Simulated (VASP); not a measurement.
# K (Pm-3m) in VASP: single point with PBE

Aim: the single point of K with PBE.

All numbers are computed with VASP 6.6.1; they aren't measurements. Logs are shortened: lines on timing, memory, paths and dates and some standing lists are left out, and cuts for length are marked.

## 1. The crystal as given

Symmetry: Pm-3m, No. 221, cubic system. The conventional cell has a = 4.310 Å, b = 4.310 Å, c = 4.310 Å, α = 90.00°, β = 90.00°, γ = 90.00°. Around K (site symmetry m-3m) lie 6 K at 4.31 Å.

This isn't the form of K at room conditions, which is bcc.

## 2. Single point, PBE

Input file INCAR:

```
SYSTEM = K
ALGO     = Fast           ! electronic algorithm
EDIFF    = 1E-6           ! SCF threshold, eV
ENCUT    = 520            ! plane-wave cutoff, eV
GGA      = PE             ! functional
ISIF     = 2              ! what is computed and relaxed
ISMEAR   = 0              ! smearing method
LASPH    = .TRUE.         ! aspherical terms in the spheres
LCHARG   = .FALSE.        ! write CHGCAR
LREAL    = .FALSE.        ! projectors in reciprocal space
LWAVE    = .FALSE.        ! write WAVECAR
NBANDS   = 10             ! bands
NELM     = 100            ! most SCF steps
PREC     = Accurate       ! precision mode
SIGMA    = 0.1            ! smearing width, eV
```

Input file KPOINTS:

```
k-points
0
G
  4 4 4
  0 0 0
```

Input file POSCAR:

```
K
1.0
    4.3104394900      0.0000000000      0.0000000000
    0.0000000000      4.3104394900      0.0000000000
    0.0000000000      0.0000000000      4.3104394900
K
1
Direct
    0.0000000000      0.0000000000      0.0000000000
```

Potentials or basis: VASP PAW PBE potentials, release 64 (K_sv).

Launch:

```console
> cat potpaw_PBE.64/K_sv/POTCAR > POTCAR
> mpirun -np 1 vasp_std > vasp.out
```

OUTCAR:

```text
SYSTEM = K
   EDIFF = 1E-6
   ENCUT = 520
   GGA = PE
   ISIF = 2
   ISMEAR = 0
   LASPH = .TRUE.
   LREAL = .FALSE.
   NELM = 100
   PREC = Accurate

 ion  position               nearest neighbor table
   1  0.000  0.000  0.000-

  LATTYP: Found a simple cubic cell.
 ALAT       =     4.3104394900

  Lattice vectors:

 A1 = (   4.3104394900,   0.0000000000,   0.0000000000)
 A2 = (   0.0000000000,   4.3104394900,   0.0000000000)
 A3 = (   0.0000000000,   0.0000000000,   4.3104394900)

Analysis of symmetry for initial positions (statically):
=====================================================================
 Subroutine PRICEL returns:
 Original cell was already a primitive cell.

 Routine SETGRP: Setting up the symmetry group for a
 simple cubic supercell.

 Subroutine GETGRP returns: Found 48 space group operations
 (whereof 48 operations were pure point group operations)
 out of a pool of 48 trial point group operations.

The static configuration has the point symmetry O_h .

Analysis of symmetry for dynamics (positions and initial velocities):
=====================================================================
 Subroutine PRICEL returns:
 Original cell was already a primitive cell.

 Routine SETGRP: Setting up the symmetry group for a
 simple cubic supercell.

 Subroutine GETGRP returns: Found 48 space group operations
 (whereof 48 operations were pure point group operations)
 out of a pool of 48 trial point group operations.

The dynamic configuration has the point symmetry O_h .

 Subroutine INISYM returns: Found 48 space group operations
 (whereof 48 operations are pure point group operations),
 and found     1 'primitive' translations

----------------------------------------------------------------------------------------

                                     Primitive cell

  volume of cell :      80.0875

  direct lattice vectors                    reciprocal lattice vectors
     4.310439490  0.000000000  0.000000000     0.231994905  0.000000000  0.000000000
     0.000000000  4.310439490  0.000000000     0.000000000  0.231994905  0.000000000
     0.000000000  0.000000000  4.310439490     0.000000000  0.000000000  0.231994905

  length of vectors
     4.310439490  4.310439490  4.310439490     0.231994905  0.231994905  0.231994905

  position of ions in fractional coordinates (direct lattice)
     0.000000000  0.000000000  0.000000000

  ion indices of the primitive-cell ions
   primitive index   ion index
                 1           1

----------------------------------------------------------------------------------------

 KPOINTS: k-points

Automatic generation of k-mesh.
 Grid dimensions read from file:
 generate k-points for:    4    4    4

 Generating k-lattice:

  Cartesian coordinates                     Fractional coordinates (reciprocal lattice)
     0.057998726  0.000000000  0.000000000     0.250000000  0.000000000  0.000000000
     0.000000000  0.057998726  0.000000000     0.000000000  0.250000000  0.000000000
     0.000000000  0.000000000  0.057998726     0.000000000  0.000000000  0.250000000

  Length of vectors
     0.057998726  0.057998726  0.057998726

  Shift w.r.t. Gamma in fractional coordinates (k-lattice)
     0.000000000  0.000000000  0.000000000

 Subroutine IBZKPT returns following result:
 ===========================================

 Found     10 irreducible k-points:

 Following reciprocal coordinates:
            Coordinates               Weight
  0.000000  0.000000  0.000000      1.000000
  0.250000  0.000000  0.000000      6.000000
  0.500000  0.000000  0.000000      3.000000
  0.250000  0.250000  0.000000     12.000000
  0.500000  0.250000  0.000000     12.000000
  0.500000  0.500000  0.000000      3.000000
  0.250000  0.250000  0.250000      8.000000
  0.500000  0.250000  0.250000     12.000000
  0.500000  0.500000  0.250000      6.000000
  0.500000  0.500000  0.500000      1.000000
   k-points           NKPTS =     10   k-points in BZ     NKDIM =     10   number of bands    NBANDS=     10
   number of dos      NEDOS =    301   number of ions     NIONS =      1
   total plane-waves  NPLWV =  32768
   dimension x,y,z NGX =    32 NGY =   32 NGZ =   32
   dimension x,y,z NGXF=    64 NGYF=   64 NGZF=   64
   ions per type =               1
   NGX,Y,Z   is equivalent  to a cutoff of  12.34, 12.34, 12.34 a.u.
   NGXF,Y,Z  is equivalent  to a cutoff of  24.68, 24.68, 24.68 a.u.
 SYSTEM =  K
   PREC   = accura    normal or accurate (medium, high low for compatibility)
   ISTART =      0    job   : 0-new  1-cont  2-samecut
   ICHARG =      2    charge: 1-file 2-atom 10-const
   ISPIN  =      1    spin polarized calculation?
   LNONCOLLINEAR =      F non collinear calculations
   LSORBIT =      F    spin-orbit coupling
   LASPH  =      T    aspherical Exc in radial PAW
   ENCUT  =  520.0 eV  38.22 Ry    6.18 a.u.   8.01  8.01  8.01*2*pi/ulx,y,z
   NELM   =    100;   NELMIN=  2; NELMDL= -5     # of ELM steps
   EDIFF  = 0.1E-05   stopping-criterion for ELM
   LREAL  =      F    real-space projection
   EDIFFG = 0.1E-04   stopping-criterion for IOM
   NSW    =      0    number of steps for IOM
   IBRION =     -1    ionic relax: 0-MD 1-quasi-New 2-CG
   NFREE  =      0    steps in history (QN), initial steepest desc. (CG)
   ISIF   =      2    stress and relaxation
   ISYM   =      2    0-nonsym 1-usesym 2-fastsym
   POTIM  = 0.5000    time-step for ionic-motion
   TEBEG  =    0.0;   TEEND  =   0.0 temperature during run
   PSTRESS=    0.0 pullay stress
   NELECT =       9.0000    total number of electrons
   NUPDOWN=      -1.0000    fix difference up-down
   EMIN   =  10.00;   EMAX   =-10.00  energy-range for DOS
   EFERMI =   0.00;   METHOD = LEGACY
   ISMEAR =     0;   SIGMA  =   0.10  broadening in eV -4-tet -1-fermi 0-gaus
   EFERMI_NEDOS =   21; number of points for ismear=-14 and -15
   IALGO  =     68    algorithm
   IMIX   =      4    mixing-type and parameters
     AMIX     =   0.40;   BMIX     =  1.00
     AMIX_MAG =   1.60;   BMIX_MAG =  1.00
  volume/ion in A,a.u.               =      80.09       540.46
  Fermi-wavevector in a.u.,A,eV,Ry     =   0.790013  1.492908  8.491671  0.624120
  Thomas-Fermi vector in A             =   1.895269
   LORBIT       =      0    0 simple, 1 ext, 2 COOP (PROOUT), +10 PAW based schemes
   GGA     = PE    functional components
   LHFCALC =     F    Hartree Fock is set to
   AEXX    =    0.0000 exact exchange contribution
   IVDW    =     0    specifies the selected vdW correction
   LEPSILON=     F    determine dielectric tensor
   LRPA    =     F    only Hartree local field effects (RPA)
 non-spin polarized calculation
 RMM-DIIS sequential band-by-band and
 Gauss-broadening in eV      SIGMA  =   0.10
  energy-cutoff  :      520.00
  volume of cell :       80.09
 maximum number of plane-waves:      2176
   NGX = 17   NGY = 17   NGZ = 17

 number of electron       9.0000003 magnetization

 Free energy of the ion-electron system (eV)
  ---------------------------------------------------
  ext. energy  EPLUGINS =         0.00000000
  ---------------------------------------------------
  free energy    TOTEN  =        -0.95538019 eV

  energy without entropy =       -0.95296537  energy(sigma->0) =       -0.95417278

 E-fermi :  -0.0561     XC(G=0):  -5.4401

 val. band max:       -0.0866128526   @ k =   0.5000   0.0000   0.0000
 cond. band min:       0.2382130066   @ k =   0.5000   0.2500   0.0000
 fundamental gap:      0.3248258592
 Fermi energy:        -0.0561482525

 k-point     1 :       0.0000    0.0000    0.0000
  band No.  band energies     occupation
      1     -32.6141      2.00000
      2     -16.0555      2.00000
      3     -16.0555      2.00000
      4     -16.0555      2.00000
      5      -2.3186      2.00000
      6       2.6187      0.00000
      7       2.6187      0.00000
      8       5.9321      0.00000
      9       6.0205      0.00000
     10       6.0422      0.00000

 k-point     2 :       0.2500    0.0000    0.0000
  band No.  band energies     occupation
      1     -32.6121      2.00000
      2     -16.0974      2.00000
      3     -16.0520      2.00000
      4     -16.0520      2.00000
      5      -1.7536      2.00000
      6       1.8113      0.00000
      7       2.8825      0.00000
      8       4.8098      0.00000
      9       4.8098      0.00000
     10       5.4038      0.00000

 k-point     3 :       0.5000    0.0000    0.0000
  band No.  band energies     occupation
      1     -32.6101      2.00000
      2     -16.1387      2.00000
      3     -16.0484      2.00000
      4     -16.0484      2.00000
      5      -0.3185      1.99979
      6      -0.0866      1.33341
      7       3.2211      0.00000
      8       4.3713      0.00000
      9       4.3713      0.00000
     10       6.0257      0.00000

 k-point     4 :       0.2500    0.2500    0.0000
  band No.  band energies     occupation
      1     -32.6101      2.00000
      2     -16.0940      2.00000
      3     -16.0920      2.00000
      4     -16.0485      2.00000
      5      -1.2092      2.00000
      6       2.1839      0.00000
      7       2.2055      0.00000
      8       3.8787      0.00000
      9       4.8358      0.00000
     10       5.2913      0.00000

 k-point     5 :       0.5000    0.2500    0.0000
  band No.  band energies     occupation
      1     -32.6080      2.00000
      2     -16.1335      2.00000
      3     -16.0887      2.00000
      4     -16.0451      2.00000
      5       0.2382      0.00003
      6       0.2936      0.00000
      7       3.1047      0.00000
      8       3.1430      0.00000
      9       4.5693      0.00000
     10       5.2657      0.00000

 k-point     6 :       0.5000    0.5000    0.0000
  band No.  band energies     occupation
      1     -32.6060      2.00000
      2     -16.1284      2.00000
      3     -16.1284      2.00000
      4     -16.0417      2.00000
      5       0.8792      0.00000
      6       1.7921      0.00000
      7       1.8738      0.00000
      8       1.8738      0.00000
      9       4.8031      0.00000
     10       4.8040      0.00000

 k-point     7 :       0.2500    0.2500    0.2500
  band No.  band energies     occupation
      1     -32.6081      2.00000
      2     -16.0906      2.00000
      3     -16.0879      2.00000
      4     -16.0879      2.00000
      5      -0.6904      2.00000
      6       2.4185      0.00000
      7       2.4185      0.00000
      8       3.2478      0.00000
      9       4.2899      0.00000
     10       4.2899      0.00000

 k-point     8 :       0.5000    0.2500    0.2500
  band No.  band energies     occupation
      1     -32.6060      2.00000
      2     -16.1286      2.00000
      3     -16.0854      2.00000
      4     -16.0837      2.00000
      5       0.5815      0.00000
      6       0.8581      0.00000
      7       2.8625      0.00000
      8       3.4760      0.00000
      9       4.1223      0.00000
     10       4.1355      0.00000

 k-point     9 :       0.5000    0.5000    0.2500
  band No.  band energies     occupation
      1     -32.6041      2.00000
      2     -16.1236      2.00000
      3     -16.1236      2.00000
      4     -16.0805      2.00000
      5       1.2967      0.00000
      6       1.9449      0.00000
      7       1.9449      0.00000
      8       2.5894      0.00000
      9       4.3671      0.00000
     10       4.3671      0.00000

 k-point    10 :       0.5000    0.5000    0.5000
  band No.  band energies     occupation
      1     -32.6021      2.00000
      2     -16.1188      2.00000
      3     -16.1188      2.00000
      4     -16.1188      2.00000
      5       2.0239      0.00000
      6       2.0239      0.00000
      7       2.0239      0.00000
      8       3.9792      0.00000
      9       3.9981      0.00000
     10       3.9981      0.00000

------------------------ aborting loop because EDIFF is reached ----------------------------------------

  FORCE on cell =-STRESS in cart. coord.  units (eV):
  Direction    XX          YY          ZZ          XY          YZ          ZX
  --------------------------------------------------------------------------------------
  -------------------------------------------------------------------------------------
  Total       -0.0228282     -0.0228282     -0.0228282      0.0000000     -0.0000000      0.0000000
  in kB       -0.4566851     -0.4566851     -0.4566851      0.0000000     -0.0000000      0.0000000
  external PRESSURE =      -0.4566851 kB  Pullay stress =       0.0000000 kB

 VOLUME and BASIS-vectors are now :
 -----------------------------------------------------------------------------
  energy-cutoff  :      520.00
  volume of cell :       80.09
      direct lattice vectors                 reciprocal lattice vectors
     4.310439490  0.000000000  0.000000000     0.231994905  0.000000000  0.000000000
     0.000000000  4.310439490  0.000000000     0.000000000  0.231994905  0.000000000
     0.000000000  0.000000000  4.310439490     0.000000000  0.000000000  0.231994905

 POSITION                                       TOTAL-FORCE (eV/Angst)
 -----------------------------------------------------------------------------------
      0.00000      0.00000      0.00000         0.000000      0.000000      0.000000
 -----------------------------------------------------------------------------------
    total drift:                                0.000000     -0.000000      0.000000

  FREE ENERGIE OF THE ION-ELECTRON SYSTEM (eV)
  ---------------------------------------------------
  free  energy   TOTEN  =        -0.9553801908 eV

  energy  without entropy=       -0.9529653703  energy(sigma->0) =       -0.95417278
```

Wall time 3.9 s (1 thread of Intel Xeon 6975P-C (Granite Rapids), shared host); peak memory 0.16 GiB.

What came out:

```
Free energy            : -0.9554 eV
Pressure               : 0.0 GPa
Band gap on the k mesh : none (metal or under the smearing width)
```

Caveat: the k mesh is coarse (spacing up to 0.36 Å⁻¹), so the values aren't converged.
